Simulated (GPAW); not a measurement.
**Mg2Si (Fm-3m): one start, several treatments of the self-energy**

How much does the gap of Mg2Si (Fm-3m) depend on the approximation to the self-energy?

Program: GPAW 26.7.0. Level of theory: PBE and many-body steps on it, plane waves. Results are calculated unless marked as measured.

## Step 1: The starting structure

The structure is cubic, space group Fm-3m (No. 225). The conventional cell has a = 6.350 Å, b = 6.350 Å, c = 6.350 Å, α = 90.00°, β = 90.00°, γ = 90.00°. Mg has 4 Si at 2.75 Å nearest. Nearest to Si lie 8 Mg at 2.75 Å. Farther neighbours are not listed.

Structure file:

```cif
data_structure
_symmetry_space_group_name_H-M 'Fm-3m'
_symmetry_Int_Tables_number 225
_cell_length_a 6.3500
_cell_length_b 6.3500
_cell_length_c 6.3500
_cell_angle_alpha 90.000
_cell_angle_beta 90.000
_cell_angle_gamma 90.000
_cell_volume 256.05
loop_
_atom_site_label
_atom_site_type_symbol
_atom_site_symmetry_multiplicity
_atom_site_Wyckoff_symbol
_atom_site_fract_x
_atom_site_fract_y
_atom_site_fract_z
_atom_site_occupancy
Mg1 Mg 8 c 0.25000 0.75000 0.75000 1
Si1 Si 4 a 0.00000 0.00000 0.00000 1
```

The cell and positions come from the Crystallography Open Database and are kept as given unless a step says otherwise.

## Step 2: Empty states on the mesh, 4×4×4 mesh, 277 bands

This step: GPAW 26.7.0; DFT, PBE, plane waves, PAW.

The sums over transitions need many empty states on a uniform mesh; this step solves for them.

Input file run.py:

```python
import json
import numpy as np
from gpaw.mpi import world
from gpaw import GPAW

calc = GPAW('gs.gpw').fixed_density(kpts={'size': (4, 4, 4), 'gamma': True},
    parallel={'domain': 1, 'band': 1},
    txt='nscf.txt')
calc.diagonalize_full_hamiltonian(nbands=277)
calc.write('full.gpw', mode='all')
res = {}
kpts = calc.get_ibz_k_points()
res['kpts'] = kpts
res['eigenvalues'] = [calc.get_eigenvalues(kpt=k) for k in range(len(kpts))]
res['n_electrons'] = calc.get_number_of_electrons()

if world.rank == 0:
    with open('result.json', 'w') as f:
        json.dump(res, f, default=lambda x: x.tolist())
```

Launch:

```bash
$ mpirun -n 4 gpaw python run.py
```

Numbers of over 12 decimals in the logs are rounded to 6 here.

The log of the run:

```text
Diagonalizing LCAO Hamiltonian
Converting LCAO to pw mode
convergence criteria:
- Maximum integral of absolute [eigenst]ate change: 4e-08 eV^2 / valence electron
maximum number of iterations: 100

SCF iterations
|iter     |     time |      energy | eigst |  dens |
|iter:   1|  |             | +0.91 |       |
|iter:   2|  |             | -1.02 |       |
|iter:   3|  |             | -2.07 |       |
|iter:   4|  |             | -3.40 |       |
|iter:   5|  |             | -4.28 |       |
|iter:   6|  |             | -5.48 |       |
|iter:   7|  |             | -6.32 |       |
|iter:   8|  |             | -7.47c|       |
SCF steps: 8
  __  _  _
 | _ |_)|_||  |
 |__||  | ||/\| - 26.7.0

Input parameters:
  mode=PW(ecut=450.000000),
  convergence={'density': 1e-06, 'bands': -3},
  gpts=array([24, 24, 24]),
  kpts=MonkhorstPack(size=(4, 4, 4), gamma=True),
  maxiter=100,
  nbands=19,
  occupations=Occupations(name='fermi-dirac', width=0.001, fixmagmom=False),
  parallel={'domain': 1, 'band': 1},
  xc=XC(name='PBE')
Matrix size: 1411x1411
# Writing to full.gpw (mode='all')
  [... matrices ...]

timing:  # [seconds]
  Total: 10.433  # ━━━━━━━━━━━━━━━━━━━━━━━━━━━━━━━━━━━━━━━━━━━━━━━━━━━━━━━━━━
```

Elapsed: 16 s, on 4 MPI ranks of Arm Neoverse N1, shared host; peak memory 1.3 GiB.

Numbers from this step:

```yaml
gap: 0.2040 eV
k_of_the_valence_top: 0, 0, 0
k_of_the_conduction_bottom: 0.5, 0.5, 0
least_direct_gap: 1.883 eV
k_points_computed: 8
lowest_point_of_the_top_converged_band_above_the_valence_top: 138.2261 eV
```

On this mesh the gap is 0.204 eV.

## Step 3: G0W0, Godby-Needs plasmon pole

G0W0 replaces the xc potential by the self-energy, built once from these orbitals. Only a window of levels is corrected, while the sums run over the empty bands that the input names.

This step: G0W0 on PBE, plane waves, PAW.

Input file run.py:

```python
import json
import numpy as np
from gpaw.mpi import world
from gpaw.response.g0w0 import G0W0

gw = G0W0('full.gpw',
    filename='gw',
    kpts=[0, 5],
    bands=(10, 14),
    ecut=150,
    nbands=267,
    integrate_gamma='WS',
    ppa=True)
gw.calculate()
res = {mode: {k: v for k, v in r.items() if k != 'sigma_eskwn'}
       for mode, r in gw.all_results.items()}

if world.rank == 0:
    with open('result.json', 'w') as f:
        json.dump(res, f, default=lambda x: x.tolist())
```

Launch:

```bash
$ mpirun -n 4 gpaw python run.py
```

The log of the run:

```text
Using integrator: PointIntegrator
FrequencyGridDescriptor(from 0.000+0.000j to 0.000+27.211j eV, 2 points)
Nonperiodic BCs:  [False False False]
Using integrator: PointIntegrator
FrequencyGridDescriptor(from 0.000+0.000j to 0.000+27.211j eV, 2 points)
Nonperiodic BCs:  [False False False]
  ___  _ _ _
 |   || | | |
 | | || | | |
 |__ ||_____|
 |___|

BZ k-points: Symmetries present (total): 48

  [... matrices ...]
64 k-points: 4 x 4 x 4 Monkhorst-Pack grid + [1/8,1/8,1/8]
8 k-points in the irreducible part of the Brillouin zone
       k-points in crystal coordinates                weights
   0:     0.00000000    0.00000000    0.00000000          1/64
   1:     0.25000000    0.25000000    0.00000000          6/64
   2:     0.25000000    0.25000000    0.25000000          8/64
   3:     0.50000000    0.25000000   -0.25000000          6/64
   4:     0.50000000    0.25000000    0.25000000         12/64
   5:     0.50000000    0.50000000    0.00000000          3/64
   6:     0.50000000    0.50000000    0.25000000         24/64
   7:     0.50000000    0.50000000    0.50000000          4/64

Distributing spins, k-points and bands (1 x 2 x 4) over 4 processes
Number of blocks: 1

Quasi particle states:
k-points (IBZ indices): [0, 5]
Band range: (10, 14)
  [... matrices ...]
Computational parameters:
Plane wave cut-off: 150 eV
Number of bands: 267
Coulomb cutoff: None
Broadening: 0.1 eV

fxc modes: GW
Kernel: RPA
Using Godby-Needs plasmon-pole approximation:
  Fitting energy: i*E0, E0 = 1.000 Hartree
Summing all q:

Calculating screened Coulomb potential
No Coulomb truncation
FrequencyGridDescriptor(from 0.000+0.000j to 0.000+27.211j eV, 2 points)
Removing empty qpoint cache files...

Calculating chi0 body with:
    Ground state adapter containing:
    Number of spins: 1
    Number of kpoints: 64
    Number of irreducible kpoints: 8
    Number of completely occupied states: 12
    Number of partially occupied states: 12
    Occupied states memory: 2.53125 M / cpu

    Linear response parametrization:
    q_c: [0.0, 0.0, 0.0]
    Number of frequency points: 2
    Planewave cutoff: 150.0
    Number of bands: 267
    Number of planewaves: 283
    Broadening (eta): 1e-06
    comm.size: 4
    kncomm.size: 4
    blockcomm.size: 1

    Memory estimate of potentially large arrays:
        chi0_wGG: 2.444122 M / cpu
Integrating chi0 body.

Symmetries of q_c:
    Direct symmetries (Uq -> q): 48
    Indirect symmetries (TUq -> q): 0
In total 48 allowed symmetries.

  [... matrices ...]
8 groups of equivalent kpoints. 87.5% reduction.

Integral kind: response function
Integrating chi0 head and wings.

Symmetries of q_c:
    Direct symmetries (Uq -> q): 48
    Indirect symmetries (TUq -> q): 0
In total 48 allowed symmetries.

  [... matrices ...]
8 groups of equivalent kpoints. 87.5% reduction.

Integral kind: response function wings

Calculating chi0 body with:
    Ground state adapter containing:
    Number of spins: 1
    Number of kpoints: 64
    Number of irreducible kpoints: 8
    Number of completely occupied states: 12
    Number of partially occupied states: 12
    Occupied states memory: 2.53125 M / cpu

    Linear response parametrization:
[... the further q-points ...]

Results:
f:      Occupation numbers
eps:     KS-eigenvalues [eV]
vxc:     KS vxc [eV]
exx:     Exact exchange [eV]
sigma:   Self-energies [eV]
dsigma:  Self-energy derivatives
Z:       Renormalization factors
qp:      QP-energies [eV]

k-point 0 (0): (0.000, 0.000, 0.000)                GW
band       f     eps     vxc     exx   sigma  dsigma       Z      qp
                                                                   GW
  10   1.000   4.109 -11.334 -12.532   0.443  -0.322   0.757   3.537
  11   1.000   4.109 -11.334 -12.532   0.443  -0.322   0.757   3.538
  12   0.000   5.991 -11.117  -7.024  -4.153  -0.303   0.767   5.946
  13   0.000   6.677  -9.855  -5.880  -3.974  -0.321   0.757   6.678

k-point 1 (5): (0.500, 0.500, 0.000)                GW
band       f     eps     vxc     exx   sigma  dsigma       Z      qp
                                                                   GW
  10   1.000   2.166 -10.687 -12.832   1.299  -0.342   0.745   1.537
  11   1.000   2.166 -10.687 -12.832   1.299  -0.342   0.745   1.537
  12   0.000   4.313  -8.128  -4.841  -3.511  -0.284   0.779   4.139
  13   0.000   4.524  -9.799  -6.324  -3.506  -0.295   0.772   4.500
```

It took 2.9 min on 4 MPI ranks; peak memory 1.4 GiB.

This step gave:

| Property | Result |
| --- | --- |
| G0W0 gap on the points computed | 0.6013 eV |
| least direct G0W0 gap on the computed points | 2.408 eV |
| Z at the valence top | 0.7567 |
| Z at the conduction bottom | 0.7789 |
| starting gap on the mesh | 0.2040 eV |
| k of the valence top | 0, 0, 0 |
| k of the conduction bottom | 0.5, 0.5, 0 |

The gap on the mesh goes from 0.20 eV to 0.60 eV, a correction of +0.40 eV.

## Step 4: G0W0, full frequency, Hilbert transform

run.py: that of step 3 with these lines changed.

```diff
@@ -12,3 +12,5 @@
     integrate_gamma='WS',
-    ppa=True)
+    frequencies={'type': 'nonlinear', 'domega0': 0.1, 'omega2': 15.0},
+    eta=0.1,
+    nblocksmax=True)
 gw.calculate()
```

Launch:

```bash
$ mpirun -n 4 gpaw python run.py
```

The log of the run:

```text
Using integrator: PointIntegrator
NonLinearFrequencyDescriptor(from 0.000 to 220.259 eV, 312 points)
Nonperiodic BCs:  [False False False]
Using integrator: PointIntegrator
NonLinearFrequencyDescriptor(from 0.000 to 220.259 eV, 312 points)
Nonperiodic BCs:  [False False False]
  ___  _ _ _
 |   || | | |
 | | || | | |
 |__ ||_____|
 |___|

BZ k-points: Symmetries present (total): 48

  [... matrices ...]
64 k-points: 4 x 4 x 4 Monkhorst-Pack grid + [1/8,1/8,1/8]
8 k-points in the irreducible part of the Brillouin zone
       k-points in crystal coordinates                weights
   0:     0.00000000    0.00000000    0.00000000          1/64
   1:     0.25000000    0.25000000    0.00000000          6/64
   2:     0.25000000    0.25000000    0.25000000          8/64
[...]
6:     0.50000000    0.50000000    0.25000000         24/64
   7:     0.50000000    0.50000000    0.50000000          4/64

Distributing spins, k-points and bands (1 x 2 x 4) over 1 process
Number of blocks: 4

Quasi particle states:
k-points (IBZ indices): [0, 5]
Band range: (10, 14)
  [... matrices ...]
Computational parameters:
Plane wave cut-off: 150 eV
Number of bands: 267
Coulomb cutoff: None
Broadening: 0.1 eV

fxc modes: GW
Kernel: RPA
Using full-frequency real axis integration
Summing all q:

Calculating screened Coulomb potential
No Coulomb truncation
NonLinearFrequencyDescriptor(from 0.000 to 220.259 eV, 312 points)
Removing empty qpoint cache files...

Calculating chi0 body with:
    Ground state adapter containing:
    Number of spins: 1
    Number of kpoints: 64
    Number of irreducible kpoints: 8
    Number of completely occupied states: 12
    Number of partially occupied states: 12
    Occupied states memory: 2.53125 M / cpu

    Linear response parametrization:
[...]
Number of frequency points: 312
    Planewave cutoff: 150.0
    Number of bands: 267
    Number of planewaves: 283
    Broadening (eta): 0.1
    comm.size: 4
    kncomm.size: 1
    blockcomm.size: 4

    Memory estimate of potentially large arrays:
        chi0_wGG: 95.320770 M / cpu
Integrating chi0 body.

Symmetries of q_c:
    Direct symmetries (Uq -> q): 48
    Indirect symmetries (TUq -> q): 0
In total 48 allowed symmetries.

  [... matrices ...]
8 groups of equivalent kpoints. 87.5% reduction.

Integral kind: spectral function
Integrating chi0 head and wings.

Symmetries of q_c:
    Direct symmetries (Uq -> q): 48
    Indirect symmetries (TUq -> q): 0
In total 48 allowed symmetries.

  [... matrices ...]
8 groups of equivalent kpoints. 87.5% reduction.

Integral kind: spectral function wings

Calculating chi0 body with:
    Ground state adapter containing:
    Number of spins: 1
    Number of kpoints: 64
    Number of irreducible kpoints: 8
    Number of completely occupied states: 12
    Number of partially occupied states: 12
    Occupied states memory: 2.53125 M / cpu

    Linear response parametrization:
[... the further q-points ...]

Results:
f:      Occupation numbers
eps:     KS-eigenvalues [eV]
vxc:     KS vxc [eV]
exx:     Exact exchange [eV]
sigma:   Self-energies [eV]
dsigma:  Self-energy derivatives
Z:       Renormalization factors
qp:      QP-energies [eV]

k-point 0 (0): (0.000, 0.000, 0.000)                GW
band       f     eps     vxc     exx   sigma  dsigma       Z      qp
                                                                   GW
  10   1.000   4.109 -11.334 -12.532   0.485  -0.353   0.739   3.582
  11   1.000   4.109 -11.334 -12.532   0.485  -0.353   0.739   3.582
  12   0.000   5.991 -11.117  -7.024  -4.079  -0.316   0.760   6.002
[...]
k-point 1 (5): (0.500, 0.500, 0.000)                GW
band       f     eps     vxc     exx   sigma  dsigma       Z      qp
                                                                   GW
[...]
12   0.000   4.313  -8.128  -4.841  -3.413  -0.299   0.770   4.216
  13   0.000   4.524  -9.799  -6.324  -3.438  -0.317   0.759   4.552
```

It took 7.9 min on 4 MPI ranks; peak memory 3 GiB.

Numbers from this step:

| Property | Result |
| --- | --- |
| G0W0 gap on the points computed | 0.6339 eV |
| least direct G0W0 gap on the computed points | 2.420 eV |
| Z at the valence top | 0.7391 |
| Z at the conduction bottom | 0.7697 |
| starting gap on the mesh | 0.2040 eV |
| k of the valence top | 0, 0, 0 |
| k of the conduction bottom | 0.5, 0.5, 0 |

Against G0W0 in GPAW (4×4×4 mesh, 267 bands, screening to 150 eV, Godby-Needs plasmon pole), the gap moves by +0.033 eV.

## Step 5: G0W0, multipole

run.py: that of step 4 with these lines changed.

```diff
@@ -12,5 +12,3 @@
     integrate_gamma='WS',
-    frequencies={'type': 'nonlinear', 'domega0': 0.1, 'omega2': 15.0},
-    eta=0.1,
-    nblocksmax=True)
+    mpa={'npoles': 4, 'wrange': [0, 40], 'varpi': 20.0, 'eta0': 0.01, 'eta_rest': 1.0, 'alpha': 1})
 gw.calculate()
```

Launch:

```bash
$ mpirun -n 4 gpaw python run.py
```

The log of the run:

```text
Using integrator: PointIntegrator
FrequencyGridDescriptor(from 0.000+0.010j to 40.000+20.000j eV, 8 points)
Nonperiodic BCs:  [False False False]
Using integrator: PointIntegrator
FrequencyGridDescriptor(from 0.000+0.010j to 40.000+20.000j eV, 8 points)
Nonperiodic BCs:  [False False False]
  ___  _ _ _
 |   || | | |
 | | || | | |
 |__ ||_____|
 |___|

BZ k-points: Symmetries present (total): 48

  [... matrices ...]
64 k-points: 4 x 4 x 4 Monkhorst-Pack grid + [1/8,1/8,1/8]
8 k-points in the irreducible part of the Brillouin zone
[...]
GW
  10   1.000   4.109 -11.334 -12.532   0.503  -0.343   0.744   3.592
  11   1.000   4.109 -11.334 -12.532   0.503  -0.343   0.744   3.592
  12   0.000   5.991 -11.117  -7.024  -4.069  -0.325   0.755   6.010
[...]
k-point 1 (5): (0.500, 0.500, 0.000)                GW
band       f     eps     vxc     exx   sigma  dsigma       Z      qp
                                                                   GW
[...]
12   0.000   4.313  -8.128  -4.841  -3.417  -0.303   0.768   4.213
  13   0.000   4.524  -9.799  -6.324  -3.422  -0.316   0.760   4.564
```

Elapsed: 5.9 min, on 4 MPI ranks; peak memory 1.5 GiB; 24 min of CPU time.

Numbers from this step:

```yaml
g0w0_gap_on_the_points_computed: 0.6214 eV
least_direct_g0w0_gap_on_the_computed_points: 2.418 eV
starting_gap_on_the_mesh: 0.2040 eV
k_of_the_valence_top: 0, 0, 0
k_of_the_conduction_bottom: 0.5, 0.5, 0
```

Against G0W0 in GPAW (4×4×4 mesh, 267 bands, screening to 150 eV, Godby-Needs plasmon pole), the gap moves by +0.020 eV.

## Step 6: Side by side

Times are wall times on 4 MPI ranks of Arm Neoverse N1, shared host, good to a factor of about two.

```
                                    run   mesh  bands  screening cutoff (eV)  DFT gap (eV)  gap on the mesh (eV)  direct (eV)     time
         G0W0, Godby-Needs plasmon pole  4×4×4    267                    150         0.204                 0.601        2.408  2.9 min
G0W0, full frequency, Hilbert transform  4×4×4    267                    150         0.204                 0.634        2.420  7.9 min
                        G0W0, multipole  4×4×4    267                    150         0.204                 0.621        2.418  5.9 min
```

## Step 7: Summary of results

| Item | Value |
| --- | --- |
| G0W0, Godby-Needs plasmon pole | 0.601 eV |
| G0W0, full frequency, Hilbert transform | 0.634 eV |
| G0W0, multipole | 0.621 eV |
| known limits | not at the basis limit; coarse k mesh |

In words: G0W0, full frequency, Hilbert transform: +0.033 eV against G0W0, Godby-Needs plasmon pole. G0W0, multipole: +0.020 eV against G0W0, Godby-Needs plasmon pole. Bands and cutoff are finite, so the gap is not at the basis limit. The miss can reach some tenths of an eV and take either sign; the mesh is an error of its own. These stock PAW sets were not made for GW. In the G0W0 runs levels were corrected at 2 k points alone, so a gap called «on the mesh» is the least over those, and an edge elsewhere would be missed. The 4×4×4 mesh is coarse for this cell, which bears on the long-range parts of exchange and screening.

[Paths, hosts, dates, memory and timing lines, banners, echoed tables and standing remarks are left out of the program output.]

[Logs are printed without paths, hosts, clocks, repeated set-up lines and the standing remarks that a program may print on its own settings, such as how far it seeks lower states.]

[Runs of the session that timed out or met a known fault of the program may be left out.]

[Hosts, paths, dates, database ids (printed as entryN), source tags and the programs' standing remarks are cut or masked in the printed files.]
